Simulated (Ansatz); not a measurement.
Si2Mo:

```
Mo Si
1.0
    -1.60000    1.60000    3.93050
     1.60000   -1.60000    3.93050
     1.60000    1.60000   -3.93050
Mo Si
1 2
Direct
  0.00000 0.00000 0.00000
  0.66700 0.66700 0.00000
  0.33300 0.33300 0.00000
```

Base run:

* Program: Ansatz 0.2.0
* Functional: PBEsol
* Potentials or basis: all-electron LAPW, scalar-relativistic
* Cutoff: 205 eV (chosen from the basis error)
* Basis error allowed: 0.002 eV/atom
* k mesh: 12 × 12 × 12
* Occupations: fermi-dirac, width 0.05 eV
* Spin: no spin polarisation
* Hubbard terms: Mo d U = 4 eV

Its results: pressure -3.7 GPa; largest force 0.598 eV/Å.

Problem. After a change of settings the same cell gave: pressure -2.7 GPa; largest force 0.326 eV/Å. Which change was it?
A. potentials or basis from all-electron LAPW, scalar-relativistic to all-electron LAPW, non-relativistic; hubbard terms from Mo d U = 4 eV to none
B. hubbard terms from Mo d U = 4 eV to Mo d U = 6 eV
C. hubbard terms from Mo d U = 4 eV to none

Solution. C.

Caveats: U is the effective U less J, on atomic orbitals that reach past the spheres (some runs); U without spin polarisation on a metal has little footing (some runs); the U is typed as a test and isn't derived for this compound (some runs).

The runs don't all hold the same shells in valence.
